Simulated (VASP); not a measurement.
# Si (Fd-3m) in VASP: a series of runs, part 2 of 2

VASP 6.6.1. The steps go on from the part before.

## (3) Relaxation of cell and atoms, PBEsol

Input file INCAR:

```
PREC     = Accurate       # precision mode
ENCUT    = 600            # plane-wave cutoff, eV
EDIFF    = 1E-6           # SCF threshold, eV
ISMEAR   = 0              # smearing method
SIGMA    = 0.02           # smearing width, eV
LREAL    = F              # projectors in reciprocal space
LASPH    = T              # aspherical terms in the spheres
NELM     = 100            # most SCF steps
ALGO     = Fast           # electronic algorithm
ISIF     = 3              # what is computed and relaxed
LWAVE    = F              # write WAVECAR
LCHARG   = F              # write CHGCAR
GGA      = PS             # functional
IBRION   = 2              # ionic algorithm
NSW      = 100            # ionic steps
EDIFFG   = -0.002         # ionic threshold
```

Input file KPOINTS:

```
regular mesh
0
Gamma
  12 12 12
```

Input file POSCAR:

```
Si
1.0
    0.0000000000      2.7155000000      2.7155000000
    2.7155000000      0.0000000000      2.7155000000
    2.7155000000      2.7155000000      0.0000000000
Si
2
Direct
    0.0000000000      0.0000000000      0.0000000000
    0.2500000000      0.2500000000      0.2500000000
```

Potentials or basis: VASP PAW PBE potentials, release 64 (Si).

Run with:

```sh
> cat potpaw_PBE.64/Si/POTCAR > POTCAR
> mpirun -np 1 vasp_std > vasp.out
```

OUTCAR:

```text
PREC = Accurate
   ENCUT = 600
   EDIFF = 1E-6
   ISMEAR = 0
   LREAL = F
   LASPH = T
   NELM = 100
   ISIF = 3
   GGA = PS
   IBRION = 2
   NSW = 100
   EDIFFG = -0.002

 ion  position               nearest neighbor table
   1  0.000  0.000  0.000-   2 2.35   2 2.35   2 2.35   2 2.35
   2  0.250  0.250  0.250-   1 2.35   1 2.35   1 2.35   1 2.35

  LATTYP: Found a face centered cubic cell.
 ALAT       =     5.4310000000

  Lattice vectors:

 A1 = (   0.0000000000,   2.7155000000,   2.7155000000)
 A2 = (   2.7155000000,   0.0000000000,   2.7155000000)
 A3 = (   2.7155000000,   2.7155000000,   0.0000000000)

Analysis of symmetry for initial positions (statically):
=====================================================================
 Subroutine PRICEL returns:
 Original cell was already a primitive cell.

 Routine SETGRP: Setting up the symmetry group for a
 face centered cubic supercell.

 Subroutine GETGRP returns: Found 48 space group operations
 (whereof 24 operations were pure point group operations)
 out of a pool of 48 trial point group operations.

The static configuration has the point symmetry T_d .
 The point group associated with its full space group is O_h .

Analysis of symmetry for dynamics (positions and initial velocities):
[... 173 lines left out ...]
  external PRESSURE =       2.5975705 kB  Pullay stress =       0.0000000 kB
[... 59 lines left out ...]
--------------------------------------- Ionic step        3  -------------------------------------------

 number of electron       7.9999999 magnetization

 Free energy of the ion-electron system (eV)
  ---------------------------------------------------
  ext. energy  EPLUGINS =         0.00000000
  ---------------------------------------------------
  free energy    TOTEN  =       -11.49321014 eV

  energy without entropy =      -11.49321014  energy(sigma->0) =      -11.49321014

 E-fermi :   5.8515     XC(G=0):  -9.5431

 val. band max:        5.7623153633   @ k =   0.0000   0.0000   0.0000
 cond. band min:       6.2238048385   @ k =   0.4167   0.4167   0.0000
 fundamental gap:      0.4614894752
 Fermi energy:         5.8515177306

 k-point     1 :       0.0000    0.0000    0.0000
  band No.  band energies     occupation
      1      -6.2092      2.00000
      2       5.7623      2.00000
      3       5.7623      2.00000
      4       5.7623      2.00000
      5       8.2787      0.00000
      6       8.2787      0.00000
      7       8.2787      0.00000
      8       9.0557      0.00000
[... 243 lines left out ...]
 k-point    24 :      -0.4167    0.1667    0.0000
  band No.  band energies     occupation
      1      -3.5931      2.00000
      2      -1.0281      2.00000
      3       2.7440      2.00000
      4       4.1627      2.00000
      5       7.8614      0.00000
      6       9.7542      0.00000
      7      10.0971      0.00000
      8      13.6457      0.00000

 [... further k-points ...]

------------------------ aborting loop because EDIFF is reached ----------------------------------------

  FORCE on cell =-STRESS in cart. coord.  units (eV):
  Direction    XX          YY          ZZ          XY          YZ          ZX
  --------------------------------------------------------------------------------------
  -------------------------------------------------------------------------------------
  Total        0.0016396      0.0016396      0.0016396      0.0000000      0.0000000     -0.0000000
  in kB        0.0654269      0.0654269      0.0654269      0.0000000      0.0000000     -0.0000000
  external PRESSURE =       0.0654269 kB  Pullay stress =       0.0000000 kB
[... 17 lines left out ...]
  FREE ENERGIE OF THE ION-ELECTRON SYSTEM (eV)
  ---------------------------------------------------
  free  energy   TOTEN  =       -11.4932101439 eV

  energy  without entropy=      -11.4932101439  energy(sigma->0) =      -11.49321014

 reached required accuracy - stopping structural energy minimisation
```

CONTCAR:

```text
Si
   1.00000000000000
     0.0000000000000000    2.7178122828240361    2.7178122828240361
     2.7178122828240361   -0.0000000000000000    2.7178122828240361
     2.7178122828240361    2.7178122828240361   -0.0000000000000000
  Si
     2
Direct
     0.0000000000000000    0.0000000000000000    0.0000000000000000
     0.2500000000000000    0.2500000000000000    0.2500000000000000

  0.00000000E+00  0.00000000E+00  0.00000000E+00
  0.00000000E+00  0.00000000E+00  0.00000000E+00
```

It took 42 s on 1 thread of Intel Xeon Platinum 8259CL at 2.50GHz (Skylake/Cascade Lake), shared host; peak memory 0.18 GiB.

What came out:

| Item | Value |
| --- | --- |
| Free energy | -11.4932 eV |
| Relaxed volume | 20.08 Å³/atom |
| Relaxed cell | a = 3.844 Å, b = 3.844 Å, c = 3.844 Å, α = 60.00°, β = 60.00°, γ = 60.00° |
| Space group after relaxing (to 0.05 Å) | Fd-3m (No. 227) |
| Energy gained by relaxing | 0.0 meV/atom |
| Ionic steps | 3 |
| Pressure after relaxing | 0.0 GPa |
| Band gap on the k mesh | 0.46 eV, indirect (least direct gap 2.52 eV) |

Final structure:
```xyz
2
Lattice="0.0000 2.7178 2.7178 2.7178 0.0000 2.7178 2.7178 2.7178 0.0000" Properties=species:S:1:pos:R:3 pbc="T T T"
Si    0.0000    0.0000    0.0000
Si    1.3589    1.3589    1.3589
```

Caveat: the PAW data sets were made with another functional, which shifts forces and pressure a little.

## (4) Single point, PBEsol

Input file INCAR:

```
PREC = Accurate
ENCUT = 520
EDIFF = 1E-6
ISMEAR = 0
SIGMA = 0.02
LREAL = F
LASPH = T
NELM = 100
ALGO = Normal
ISIF = 2
LWAVE = F
LCHARG = F
GGA = PS
NBANDS = 11
```

KPOINTS is that of step 3.

Input file POSCAR:

```
Si
1.0
    0.0000000000      2.7168250424      2.7168250424
    2.7168250424      0.0000000000      2.7168250424
    2.7168250424      2.7168250424      0.0000000000
Si
2
Direct
    0.0000000000      0.0000000000      0.0000000000
    0.2500000000      0.2500000000      0.2500000000
```

Potentials or basis: VASP PAW PBE potentials, release 64 (Si).

Run with:

```sh
> cat potpaw_PBE.64/Si/POTCAR > POTCAR
> mpirun -np 1 vasp_std > vasp.out
```

OUTCAR:

```text
PREC = Accurate
   ENCUT = 520
   EDIFF = 1E-6
   ISMEAR = 0
   LREAL = F
   LASPH = T
   NELM = 100
   ISIF = 2
   GGA = PS

 ion  position               nearest neighbor table
   1  0.000  0.000  0.000-   2 2.35   2 2.35   2 2.35   2 2.35
   2  0.250  0.250  0.250-   1 2.35   1 2.35   1 2.35   1 2.35

  LATTYP: Found a face centered cubic cell.
 ALAT       =     5.4336500848

  Lattice vectors:

 A1 = (   0.0000000000,   2.7168250424,   2.7168250424)
[... 526 lines left out ...]
------------------------ aborting loop because EDIFF is reached ----------------------------------------

  FORCE on cell =-STRESS in cart. coord.  units (eV):
  Direction    XX          YY          ZZ          XY          YZ          ZX
  --------------------------------------------------------------------------------------
  -------------------------------------------------------------------------------------
  Total        0.0273322      0.0273322      0.0273322      0.0000000      0.0000000     -0.0000000
  in kB        1.0918683      1.0918683      1.0918683      0.0000000      0.0000000     -0.0000000
  external PRESSURE =       1.0918683 kB  Pullay stress =       0.0000000 kB

 VOLUME and BASIS-vectors are now :
 -----------------------------------------------------------------------------
  energy-cutoff  :      520.00
  volume of cell :       40.11
      direct lattice vectors                 reciprocal lattice vectors
     0.000000000  2.716825042  2.716825042    -0.184038351  0.184038351  0.184038351
     2.716825042  0.000000000  2.716825042     0.184038351 -0.184038351  0.184038351
     2.716825042  2.716825042  0.000000000     0.184038351  0.184038351 -0.184038351

 POSITION                                       TOTAL-FORCE (eV/Angst)
 -----------------------------------------------------------------------------------
      0.00000      0.00000      0.00000        -0.000000     -0.000000     -0.000000
      1.35841      1.35841      1.35841         0.000000      0.000000      0.000000
 -----------------------------------------------------------------------------------
    total drift:                               -0.000000     -0.000000     -0.000000

  FREE ENERGIE OF THE ION-ELECTRON SYSTEM (eV)
  ---------------------------------------------------
  free  energy   TOTEN  =       -11.4932417473 eV

  energy  without entropy=      -11.4932417473  energy(sigma->0) =      -11.49324175
```

OSZICAR:

```text
N       E                     dE             d eps       ncg     rms          rms(c)
DAV:   1     0.474250945822E+01    0.47425E+01   -0.31564E+03  1592   0.560E+02
DAV:   2    -0.112156951837E+02   -0.15958E+02   -0.15159E+02  2050   0.830E+01
DAV:   3    -0.117116112612E+02   -0.49592E+00   -0.49450E+00  2011   0.123E+01
DAV:   4    -0.117154081624E+02   -0.37969E-02   -0.37964E-02  1840   0.137E+00
DAV:   5    -0.117154468945E+02   -0.38732E-04   -0.38732E-04  2033   0.129E-01    0.496E+00
DAV:   6    -0.115623116039E+02    0.15314E+00   -0.82352E-02  1794   0.115E+00    0.297E+00
DAV:   7    -0.114925840206E+02    0.69728E-01   -0.14688E-01  1807   0.162E+00    0.181E-01
DAV:   8    -0.114931663261E+02   -0.58231E-03   -0.58626E-03  1828   0.425E-01    0.810E-02
DAV:   9    -0.114932311577E+02   -0.64832E-04   -0.96055E-05  2021   0.644E-02    0.564E-02
DAV:  10    -0.114932419586E+02   -0.10801E-04   -0.10177E-05  1861   0.176E-02    0.634E-03
DAV:  11    -0.114932417473E+02    0.21133E-06   -0.70520E-07  1820   0.417E-03
   1 F= -.11493242E+02 E0= -.11493242E+02  d E =-.343572E-13
```

stdout:

```text
POSCAR found type information on POSCAR Si
 POSCAR found :  1 types and       2 ions
 scaLAPACK will be used
 -----------------------------------------------------------------------------
|                                                                             |
|                                                                             |
|     You enforced a specific xc type in the INCAR file but a different       |
|     I HOPE YOU KNOW WHAT YOU ARE DOING!                                     |
|                                                                             |
 -----------------------------------------------------------------------------

 LDA part: xc-table for (Slater+PW92), standard interpolation
 POSCAR, INCAR and KPOINTS ok, starting setup
 FFT: planning ... GRIDC
 FFT: planning ... GRID_SOFT
 FFT: planning ... GRID
 WAVECAR not read
 entering main loop
```

It took 42 s on 1 thread of Intel Xeon Platinum 8259CL at 2.50GHz (Skylake/Cascade Lake), shared host; peak memory 0.17 GiB.

Results:

* Free energy: -11.4932 eV
* Pressure: 0.1 GPa
* Band gap on the k mesh: 0.46 eV, indirect (least direct gap 2.52 eV)

Levels at points of the mesh, in eV from the valence-band top:
```csv
k point,band 1,band 2,band 3,band 4,band 5,band 6,band 7,band 8,band 9
"(0.00, 0.00, 0.00)",-11.98,0.00,0.00,0.00,2.52,2.52,2.52,3.31,7.69
"(0.50, 0.00, 0.00)",-9.63,-7.01,-1.20,-1.20,1.46,3.27,3.27,7.51,10.51
"(0.50, 0.50, 0.00)",-7.82,-7.82,-2.87,-2.87,0.59,0.59,10.05,10.05,10.93
```

Caveat: the PAW data sets were made with another functional, which shifts forces and pressure a little.
